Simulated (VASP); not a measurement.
# Na (I4/mmm) in VASP: notebook

One crystal, Na, is run at these levels: PBE; tasks: single point.

Program: VASP 6.6.1. These are calculated values, not measurements. Logs are shortened: lines on timing, memory, paths and dates and some standing lists are left out, and cuts for length are marked.

## Step 1: The crystal as given

It takes space group I4/mmm (No. 139, tetragonal). Conventional cell: a = 3.777 Å, b = 3.777 Å, c = 5.275 Å, α = 90.00°, β = 90.00°, γ = 90.00°. Na (site symmetry 4/mmm) has 12 Na at 3.75 to 3.78 Å as nearest neighbours.

This isn't the form of Na at room conditions, which is bcc.

## Step 2: Single point, PBE

File INCAR:

```
PREC = Accurate
ENCUT = 460
EDIFF = 1E-6
ISMEAR = 1
SIGMA = 0.05
LREAL = F
LASPH = T
NELM = 100
ALGO = Normal
ISIF = 2
LWAVE = F
LCHARG = F
GGA = PE
NBANDS = 10
ADDGRID = F
```

File KPOINTS:

```
Automatic mesh
0
Gamma
  10 10 10
```

File POSCAR:

```
Na
1.0
   -1.8882910800      1.8882910800      2.6372766800
    1.8882910800     -1.8882910800      2.6372766800
    1.8882910800      1.8882910800     -2.6372766800
Na
1
Direct
    0.0000000000      0.0000000000      0.0000000000
```

Potentials or basis: VASP PAW PBE potentials, release 64 (Na_pv).

On the command line:

```sh
$ cat potpaw_PBE.64/Na_pv/POTCAR > POTCAR
$ mpirun -np 1 vasp_std > vasp.out
```

OUTCAR:

```text
PREC = Accurate
   ENCUT = 460
   EDIFF = 1E-6
   ISMEAR = 1
   LREAL = F
   LASPH = T
   NELM = 100
   ISIF = 2
   GGA = PE

 Found    102 irreducible k-points:

 Following reciprocal coordinates:
            Coordinates               Weight
  0.000000  0.000000  0.000000      1.000000
  0.100000 -0.000000  0.000000      8.000000
  0.200000 -0.000000  0.000000      8.000000
  0.300000 -0.000000  0.000000      8.000000
  0.400000 -0.000000  0.000000      8.000000
  0.500000 -0.000000  0.000000      4.000000
   k-points           NKPTS =    102   k-points in BZ     NKDIM =    102   number of bands    NBANDS=     10
   number of dos      NEDOS =    301   number of ions     NIONS =      1
   total plane-waves  NPLWV =  21952
   dimension x,y,z NGX =    28 NGY =   28 NGZ =   28
   dimension x,y,z NGXF=    56 NGYF=   56 NGZF=   56
   ions per type =               1
   NGX,Y,Z   is equivalent  to a cutoff of  12.40, 12.40, 12.40 a.u.
   NGXF,Y,Z  is equivalent  to a cutoff of  24.80, 24.80, 24.80 a.u.
 SYSTEM =  unknown system
   PREC   = accura    normal or accurate (medium, high low for compatibility)
   ISTART =      0    job   : 0-new  1-cont  2-samecut
   ICHARG =      2    charge: 1-file 2-atom 10-const
   ISPIN  =      1    spin polarized calculation?
   LNONCOLLINEAR =      F non collinear calculations
   LSORBIT =      F    spin-orbit coupling
   LASPH  =      T    aspherical Exc in radial PAW
   ENCUT  =  460.0 eV  33.81 Ry    5.81 a.u.   6.56  6.56  6.56*2*pi/ulx,y,z
   NELM   =    100;   NELMIN=  2; NELMDL= -5     # of ELM steps
   EDIFF  = 0.1E-05   stopping-criterion for ELM
   LREAL  =      F    real-space projection
   EDIFFG = 0.1E-04   stopping-criterion for IOM
   NSW    =      0    number of steps for IOM
   IBRION =     -1    ionic relax: 0-MD 1-quasi-New 2-CG
   NFREE  =      0    steps in history (QN), initial steepest desc. (CG)
   ISIF   =      2    stress and relaxation
   ISYM   =      2    0-nonsym 1-usesym 2-fastsym
   POTIM  = 0.5000    time-step for ionic-motion
   TEBEG  =    0.0;   TEEND  =   0.0 temperature during run
   PSTRESS=    0.0 pullay stress
   NELECT =       7.0000    total number of electrons
   NUPDOWN=      -1.0000    fix difference up-down
   EMIN   =  10.00;   EMAX   =-10.00  energy-range for DOS
   EFERMI =   0.00;   METHOD = LEGACY
   ISMEAR =     1;   SIGMA  =   0.05  broadening in eV -4-tet -1-fermi 0-gaus
   EFERMI_NEDOS =   21; number of points for ismear=-14 and -15
   IALGO  =     38    algorithm
   IMIX   =      4    mixing-type and parameters
     AMIX     =   0.40;   BMIX     =  1.00
     AMIX_MAG =   1.60;   BMIX_MAG =  1.00
  volume/ion in A,a.u.               =      37.61       253.83
  Fermi-wavevector in a.u.,A,eV,Ry     =   0.934666  1.766262 11.886050  0.873600
  Thomas-Fermi vector in A             =   2.061494
   LORBIT       =      0    0 simple, 1 ext, 2 COOP (PROOUT), +10 PAW based schemes
   GGA     = PE    functional components
   LHFCALC =     F    Hartree Fock is set to
   AEXX    =    0.0000 exact exchange contribution
   IVDW    =     0    specifies the selected vdW correction
   LEPSILON=     F    determine dielectric tensor
   LRPA    =     F    only Hartree local field effects (RPA)
 non-spin polarized calculation
 Methfessel and Paxton  Order N= 1 SIGMA  =   0.05
  energy-cutoff  :      460.00
  volume of cell :       37.61
 maximum number of plane-waves:       869
 NGX is ok and might be reduce to    28
   NGX = 13   NGY = 13   NGZ = 13

 number of electron       6.9999993 magnetization

 Free energy of the ion-electron system (eV)
  ---------------------------------------------------
  ext. energy  EPLUGINS =         0.00000000
  ---------------------------------------------------
  free energy    TOTEN  =        -1.30984576 eV

  energy without entropy =       -1.30932472  energy(sigma->0) =       -1.30967208

 E-fermi :   0.1896     XC(G=0):  -6.4646

 val. band max:        0.1734376523   @ k =   0.5000   0.2000   0.1000
 cond. band min:       0.1906276820   @ k =   0.4000   0.1000   0.0000
 fundamental gap:      0.0171900297
 Fermi energy:         0.1895931381

 k-point     1 :       0.0000    0.0000    0.0000
  band No.  band energies     occupation
      1     -24.6218      2.00000
      2     -24.6212      2.00000
      3     -24.6212      2.00000
      4      -2.9620      2.00000
      5      11.2795      0.00000
      6      11.2795      0.00000
      7      11.3218      0.00000
      8      12.3819      0.00000
      9      12.8237      0.00000
     10      12.8240      0.00000

 k-point     2 :       0.1000   -0.0000    0.0000
  band No.  band energies     occupation
      1     -24.6246      2.00000
      2     -24.6220      2.00000
      3     -24.6217      2.00000
      4      -2.7972      2.00000
      5       9.2849      0.00000
      6      10.9621      0.00000
      7      11.0114      0.00000
      8      12.3099      0.00000
      9      13.3787      0.00000
     10      13.3972      0.00000

 k-point     3 :       0.2000   -0.0000    0.0000
  band No.  band energies     occupation
      1     -24.6328      2.00000
      2     -24.6230      2.00000
      3     -24.6229      2.00000
      4      -2.3060      2.00000
      5       6.8880      0.00000
      6      10.5344      0.00000
      7      10.6162      0.00000
      8      11.8201      0.00000
      9      13.3605      0.00000
     10      13.5974      0.00000

 k-point     4 :       0.3000   -0.0000    0.0000
  band No.  band energies     occupation
      1     -24.6431      2.00000
      2     -24.6244      2.00000
      3     -24.6244      2.00000
      4      -1.4972      2.00000
      5       4.6878      0.00000
      6      10.2836      0.00000
      7      10.3978      0.00000
      8      11.5034      0.00000
      9      12.3093      0.00000
     10      12.5378      0.00000

 k-point     5 :       0.4000   -0.0000    0.0000
  band No.  band energies     occupation
      1     -24.6513      2.00000
      2     -24.6257      2.00000
      3     -24.6254      2.00000
      4      -0.3862      2.00000
      5       2.7384      0.00000
      6      10.2266      0.00000
      7      10.3726      0.00000
      8      11.3811      0.00000
      9      11.5618      0.00000
     10      11.7881      0.00000

 k-point     6 :       0.5000   -0.0000    0.0000
  band No.  band energies     occupation
      1     -24.6544      2.00000
      2     -24.6261      2.00000
      3     -24.6259      2.00000
      4       0.8401     -0.00000
      5       1.2326      0.00000
      6      10.2542      0.00000
      7      10.4199      0.00000
      8      11.2642      0.00000
      9      11.3036      0.00000
     10      11.5544      0.00000

 [... further k-points ...]

------------------------ aborting loop because EDIFF is reached ----------------------------------------

  FORCE on cell =-STRESS in cart. coord.  units (eV):
  Direction    XX          YY          ZZ          XY          YZ          ZX
  --------------------------------------------------------------------------------------
  -------------------------------------------------------------------------------------
  Total       -0.0214276     -0.0214276     -0.1123862      0.0000000      0.0000000      0.0000000
  in kB       -0.9127051     -0.9127051     -4.7870728      0.0000000      0.0000000      0.0000000
  external PRESSURE =      -2.2041610 kB  Pullay stress =       0.0000000 kB

 VOLUME and BASIS-vectors are now :
 -----------------------------------------------------------------------------
  energy-cutoff  :      460.00
  volume of cell :       37.61
      direct lattice vectors                 reciprocal lattice vectors
    -1.888291080  1.888291080  2.637276680     0.000000000  0.264789685  0.189589512
     1.888291080 -1.888291080  2.637276680     0.264789685  0.000000000  0.189589512
     1.888291080  1.888291080 -2.637276680     0.264789685  0.264789685  0.000000000

 POSITION                                       TOTAL-FORCE (eV/Angst)
 -----------------------------------------------------------------------------------
      0.00000      0.00000      0.00000        -0.000000      0.000000      0.000000
 -----------------------------------------------------------------------------------
    total drift:                                0.000000      0.000000      0.000000

  FREE ENERGIE OF THE ION-ELECTRON SYSTEM (eV)
  ---------------------------------------------------
  free  energy   TOTEN  =        -1.3098457607 eV

  energy  without entropy=       -1.3093247177  energy(sigma->0) =       -1.30967208
```

stdout:

```text
POSCAR found type information on POSCAR Na
 POSCAR found :  1 types and       1 ions
 scaLAPACK will be used
 LDA part: xc-table for (Slater+PW92), standard interpolation
 POSCAR, INCAR and KPOINTS ok, starting setup
 FFT: planning ... GRIDC
 FFT: planning ... GRID_SOFT
 FFT: planning ... GRID
 WAVECAR not read
 entering main loop
```

Run time: 12 s. Hardware: 1 thread of AMD EPYC 9R45 (Zen 5), shared host; peak memory 0.13 GiB.

These settings aren't checked as converged: the numbers below hold their error.

What came out:

```yaml
Free_energy: -1.3098 eV
Pressure: -0.2 GPa
Band_gap_on_the_k_mesh: none (metal or under the smearing width)
```

## Step 3: Single point, PBE

INCAR, as its differences from that of step 2:

```diff
@@ -4,3 +4,3 @@
 ISMEAR = 1
-SIGMA = 0.05
+SIGMA = 0.02
 LREAL = F
```

KPOINTS is that of step 2.

POSCAR is that of step 2.

Potentials or basis: VASP PAW PBE potentials, release 64 (Na_pv).

On the command line:

```sh
$ cat potpaw_PBE.64/Na_pv/POTCAR > POTCAR
$ mpirun -np 1 vasp_std > vasp.out
```

It took 12 s on 1 thread of AMD EPYC 9R45 (Zen 5), shared host; peak memory 0.13 GiB.

The run converged, but some of its settings lie outside the range that counts as converged, so its numbers aren't taken as properties of the crystal.

Results:

| Item | Value |
| --- | --- |
| Free energy | -1.3096 eV |
| Pressure | -0.2 GPa |
| Band gap on the k mesh | none (metal or under the smearing width) |

## Step 4: Single point, PBE

INCAR, as its differences from that of step 3:

```diff
@@ -3,4 +3,4 @@
 EDIFF = 1E-6
-ISMEAR = 1
-SIGMA = 0.02
+ISMEAR = -5
+SIGMA = 0.1
 LREAL = F
```

KPOINTS is that of step 3.

POSCAR is that of step 3.

On the command line:

```sh
$ cat potpaw_PBE.64/Na_pv/POTCAR > POTCAR
$ mpirun -np 1 vasp_std > vasp.out
```

Wall time 12 s (1 thread of AMD EPYC 9R45 (Zen 5), shared host); peak memory 0.13 GiB.

These settings aren't checked as converged: the numbers below hold their error.

Results:

```
Free energy            : -1.3112 eV
Pressure               : -0.2 GPa
Band gap on the k mesh : none (metal or under the smearing width)
```

Caveat: tetrahedron occupations give inexact forces and stress in metals.

## Step 5: Single point, PBE

INCAR, as its differences from that of step 4:

```diff
@@ -3,3 +3,3 @@
 EDIFF = 1E-6
-ISMEAR = -5
+ISMEAR = 0
 SIGMA = 0.1
```

KPOINTS is that of step 4.

POSCAR is that of step 4.

On the command line:

```sh
$ cat potpaw_PBE.64/Na_pv/POTCAR > POTCAR
$ mpirun -np 1 vasp_std > vasp.out
```

It took 12 s on 1 thread of AMD EPYC 9R45 (Zen 5), shared host; peak memory 0.13 GiB.

These settings aren't checked as converged: the numbers below hold their error.

What came out:

| Quantity | Value |
| --- | --- |
| Free energy | -1.3125 eV |
| Pressure | -0.2 GPa |
| Band gap on the k mesh | none (metal or under the smearing width) |

## Step 6: The reference run

An earlier run on the cell as given: functional PBE; potentials or basis VASP PAW PBE potentials, release 64 (Na_pv); cutoff 520 eV; k mesh 10 × 10 × 10; occupations fermi-dirac, width 0.05 eV; no spin polarisation.

- Pressure: -0.1 GPa
- Band gap on the k mesh: none (metal or under the smearing width)
